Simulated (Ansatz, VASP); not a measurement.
**F in VASP and in Ansatz**

Contents of INCAR:

```
SYSTEM = F
PREC = Accurate
ENCUT = 520
EDIFF = 1E-7
ISMEAR = 0
SIGMA = 0.05
LREAL = .FALSE.
LASPH = .TRUE.
NELM = 100
ALGO = Normal
ISIF = 2
LWAVE = .FALSE.
LCHARG = .FALSE.
GGA = PS
NBANDS = 22
```

Contents of KPOINTS:

```
Automatic mesh
0
G
  4 4 2
  0 0 0
```

The input POSCAR:

```
F
1.0
    3.0498369102     -1.8392925482     -0.2352297330
    3.0498369102      1.8392925482     -0.2352297330
   -2.2673695162      0.0000000000      7.3551440514
F
4
Direct
    0.0848459664      0.0848459664      0.0940038325
    0.9151540336      0.9151540336      0.9059961675
    0.5015719855      0.5015719855      0.5937195244
    0.4984280145      0.4984280145      0.4062804756
```

Input for Ansatz:

```yaml
crystal:
  lattice:
    - [3.0498369102, -1.8392925482, -0.235229733]
    - [3.0498369102, 1.8392925482, -0.235229733]
    - [-2.2673695162, 0.0, 7.3551440514]
  atoms:
    - { symbol: F, position: [0.0848459664, 0.0848459664, 0.0940038325] }
    - { symbol: F, position: [0.9151540336, 0.9151540336, 0.9059961675] }
    - { symbol: F, position: [0.5015719855, 0.5015719855, 0.5937195244] }
    - { symbol: F, position: [0.4984280145, 0.4984280145, 0.4062804756] }
basis:
  ecutwfc: 520.0
kpoints:
  mp_grid: { grid: [4, 4, 2] }
hamiltonian:
  xc: pbesol
scf:
  occupations: { method: gaussian, width: 0.05 }
output:
  forces: true
  stress: true
  eigenvalues: true
```

Change from the starting cell: volume 20.139 Å^3 an atom, stretch along a over the lengths across it, relative to the relaxed cell 0.9530.

Alike in both runs: task single point; functional PBEsol; k mesh 4 × 4 × 2; occupations gaussian, width 0.05 eV; no spin polarisation.

|  | VASP | Ansatz |
| --- | --- | --- |
| version | VASP 6.6.1 | Ansatz 0.2.0 |
| potentials or method | VASP PAW PBE potentials, release 64 (F) | scalar-relativistic, plane waves, PAW |
| plane-wave cutoff (eV) | 520 | 520 |
| valence electrons in the cell | 28 | 28 |

```tsv
	VASP	Ansatz	Ansatz less VASP
gap on the k mesh at the Fermi level (eV)	2.62	2.69	+0.071
least direct gap on the mesh (eV)	2.69	2.76	+0.072
pressure (GPa)	-2.2	-2.4	-0.23
largest component of the traceless stress (GPa)	2.64	3.80	+1.156
rms of the force components (eV/Å)	0.481	0.690	+0.2089
```

Atom by atom the forces differ by 0.209 eV/Å (rms over components).

Caveats: the k mesh is coarse (spacing up to 0.51 Å⁻¹), so the values aren't converged; the PAW data sets were made with another functional, which shifts forces and pressure a little (VASP). A k mesh can miss the band edges.
